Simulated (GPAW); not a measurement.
MnS:

```
Mn S
1.0
     0.00000    2.60450    2.60450
     2.60450    0.00000    2.60450
     2.60450    2.60450    0.00000
Mn S
1 1
Direct
  0.00000 0.00000 0.00000
  0.50000 0.50000 0.50000
```

Program: GPAW 26.7.0. Alike in all runs: spin collinear, ferromagnetic start; cell as given.

Problem. Order these runs on this cell by their pressure, lowest first.
A. level r2SCAN; potentials or basis GPAW PAW data sets (gpaw-data 1.2.1), pw; k mesh 9 × 9 × 9; cutoff (eV) 600; smearing fermi-dirac 0.05 eV; maxiter 150; band path GXWKGLUWLK,UX; band points 60
B. level PBE; potentials or basis GPAW PAW data sets (gpaw-data 1.2.1), pw; k mesh 9 × 9 × 9; cutoff (eV) 600; smearing gaussian 0.02 eV; maxiter 150
C. level PBEsol; potentials or basis PAW data sets generated in the run's folder for this functional, pw; k mesh 9 × 9 × 9; cutoff (eV) 600; smearing fermi-dirac 0.05 eV; maxiter 150
D. level PBE+U; potentials or basis GPAW PAW data sets (gpaw-data 1.2.1), pw; U Mn d U = 5.3 eV; k mesh 7 × 7 × 7; cutoff (eV) 600; smearing fermi-dirac 0.05 eV; maxiter 150; band path GXWKGLUWLK,UX; band points 80
E. level LDA; potentials or basis the program's PAW data sets (release 1.2.1) made for this functional, pw; k mesh 7 × 7 × 7; cutoff (eV) 500; smearing fermi-dirac 0.05 eV; maxiter 120; convergence default

Solution. E (-11.5 GPa), C (-7.2 GPa), B (-2.9 GPa), A (0.9 GPa), D (6.2 GPa).

Caveats: a cell with one magnetic atom can't hold antiferromagnetic order, which such compounds often take; the PAW data sets were made with another functional, which shifts forces and pressure a little (some runs); the cutoff is short for stress and forces, so pressures can be off by a GPa or more (some runs).

Not every run made on this cell is shown here.
